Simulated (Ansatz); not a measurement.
Clean, relaxed (110) surface of TiAl, space group P4/mmm (No. 123) (top face towards +c; atoms held fixed, by place in the list: 1, 2, 3, 4):

```
CELL_PARAMETERS angstrom
3.95295 0.00000 0.00000
0.00000 4.03874 0.00000
0.00000 0.00000 22.92943
ATOMIC_POSITIONS crystal
Ti 0.50000 0.00000 0.37070
Al 0.00000 0.50000 0.37070
Ti 0.00000 0.00000 0.45690
Al 0.50000 0.50000 0.45690
Ti 0.50000 0.00000 0.54242
Al 0.00000 0.50000 0.54417
Ti 0.00000 0.00000 0.62574
Al 0.50000 0.50000 0.62844
```

Method: Ansatz, DFT PBEsol, scalar-relativistic, plane waves, PAW. Plane waves to 420 eV, a k mesh through Γ of 7×7×1 on the computed 8-atom cell and Gaussian smearing (0.10 eV); no spin polarisation. The cell repeats along c with a dipole correction in the vacuum.

Pt (atom) is adsorbed on the top face, one adsorbate per 16.0 Å², and relaxed from 3 starting sites (fractions of a and b). E_ads counts from the clean slab and the free adsorbate (spin-polarised where it has unpaired electrons); negative means bound. Heights count from the highest slab atom after relaxation. Δφ is the top face's. Δp counts per cell along +c. Bonded neighbours lie within 1.25 times the sum of covalent radii (1.35 for H) and, on that scale, within 12 % of the closest. With the adsorbate the cell is lengthened along c to keep the vacuum.

```json
{"start": "top (Al) at (0.50, 0.50)", "ends at": "(0.50, 0.50), 1 bonded neighbour (Al), largest slab move 0.5 Å", "E_ads (eV)": "-5.44", "height (Å)": "1.57", "shortest contact": "Pt–Al 2.23 Å", "Δφ (eV)": "+0.24", "Δp (e·Å)": "-0.024"}
{"start": "bridge (Ti-Al) at (0.25, 0.75)", "ends at": "(0.00, 0.50), 2 bonded neighbours (Ti)", "E_ads (eV)": "-7.44", "height (Å)": "1.48", "shortest contact": "Pt–Al 2.48 Å", "Δφ (eV)": "+0.26", "Δp (e·Å)": "-0.024"}
{"start": "top (Ti) at (0.00, 0.00)", "ends at": "(0.00, 0.00), 1 bonded neighbour (Ti), largest slab move 1.7 Å", "E_ads (eV)": "-5.29", "height (Å)": "0.50", "shortest contact": "Pt–Ti 2.28 Å", "Δφ (eV)": "+0.27", "Δp (e·Å)": "-0.025"}
```

Among the sites tried, the lowest end comes from the bridge (Ti-Al) at (0.25, 0.75) start; other sites may lie lower.

Each end is the local minimum or symmetric point that its start leads to. Where slab atoms move by over 1 Å the face has restacked or been rebuilt, which that row's energy includes. The slab is only 5.9 Å thick, so the energies aren't converged with thickness.

The adsorbed runs have no spin polarisation, so weakly bound open-shell ends lie too high.